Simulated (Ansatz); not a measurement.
# AgCl: the cost of one run

Computed with Ansatz 0.2.0 (DFT PBEsol, scalar-relativistic, plane waves, PAW, unless a step's input says otherwise).

## (1) Starting point

It takes space group Fm-3m (No. 225, cubic). Conventional cell: a = 5.362 Å, b = 5.362 Å, c = 5.362 Å, α = 90.00°, β = 90.00°, γ = 90.00°. Around Ag (site symmetry m-3m) lie 6 Cl at 2.68 Å. Cl (site symmetry m-3m) is surrounded by 6 Ag at 2.68 Å.

Coordinates:

```
CELL_PARAMETERS angstrom
0.00000 2.68110 2.68110
2.68110 0.00000 2.68110
2.68110 2.68110 0.00000
ATOMIC_POSITIONS crystal
Ag 0.00000 0.00000 0.00000
Cl 0.50000 0.50000 0.50000
```

This is a trial structure built by rule; it need not be a known or stable form of this composition.

The cell is the ideal cubic rocksalt prototype; whether it is the stable structure of this composition wasn't checked.

## (2) The reference run: elastic constants

Input file input.yaml:

```yaml
crystal:
  lattice:
    - [0.0, 2.6811, 2.6811]
    - [2.6811, 0.0, 2.6811]
    - [2.6811, 2.6811, 0.0]
  atoms:
    - { symbol: Ag, position: [0.0, 0.0, 0.0] }
    - { symbol: Cl, position: [0.5, 0.5, 0.5] }
basis:
  ecutwfc: 420
kpoints:
  mp_grid: { grid: [10, 10, 10] }
hamiltonian:
  xc: pbesol
scf:
  occupations: { method: fixed }
output:
  forces: true
  stress: true
  eigenvalues: true
elastic:
  mode: relaxed_ion
  stencil: two_point
```

On the command line:

```console
$ ansatz run input.yaml --threads 1 --pin off --max-ram 1228MiB --backend cpu --events-out ev --progress --plain --runs-dir out
```

**Question.** How long does this run take on 1 thread of an Arm CPU, shared host, and how much memory does it need?

About 35 s, with a peak of 0.41 GiB.
